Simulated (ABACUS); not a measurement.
# Sb: equation of state with PBE

Crystal: Sb.

```
Sb
1.0
     2.15420    1.24373    3.75800
    -2.15420    1.24373    3.75800
     0.00000   -2.48746    3.75800
Sb
2
Direct
  0.76651 0.76651 0.76651
  0.23349 0.23349 0.23349
```

```json
{
  "Program": "ABACUS 3.10.1",
  "Task": "equation of state",
  "Functional": "PBE",
  "Potentials or basis": "PseudoDojo NC FR 0.4 PBE standard",
  "Cutoff": "1361 eV",
  "Density cutoff": "5442 eV",
  "Basis": "DZP LCAO (the cutoffs set its grid)",
  "k mesh": "5 × 5 × 5",
  "Occupations": "fermi-dirac, width 0.05 eV",
  "Spin": "spin-orbit coupling, no magnetisation",
  "Orbital files": "Sb Sb_confined-atom_8au_2s2p2d.orb",
  "Radial cutoff of the potentials (pseudo_rcut)": "10 bohr",
  "SCF threshold on the density": "1e-07",
  "Max SCF steps": "100",
  "Eigensolver": "genelpa",
  "Mixing": "broyden",
  "Mixing share": "0.4",
  "Symmetry key": "0",
  "Bands": "38"
}
```

```json
{
 "Equilibrium volume": "32.27 Å³/atom (rough: see the caveat)",
 "Bulk modulus at fixed shape and positions": "50 GPa (rough)"
}
```

Energy against volume, from the lowest point:
| volume (Å³/atom) | energy (meV/atom) |
| --- | --- |
| 28.393 | 91.99 |
| 29.602 | 40.07 |
| 30.810 | 10.88 |
| 32.018 | 0.00 |

All runs of the series together: 2.1 min on 4 threads of AMD EPYC 7R13 Processor (Zen 3), on a shared host.

Caveat: the atomic orbitals were generated for these runs and aren't a published set; the minimum lies outside the volumes run; the cell was scaled at fixed shape and fractional positions, which overstates the stiffness of a crystal with free parameters, most of all of layers and chains; the basis of atomic orbitals isn't converged, which shifts pressures, moduli and gaps.
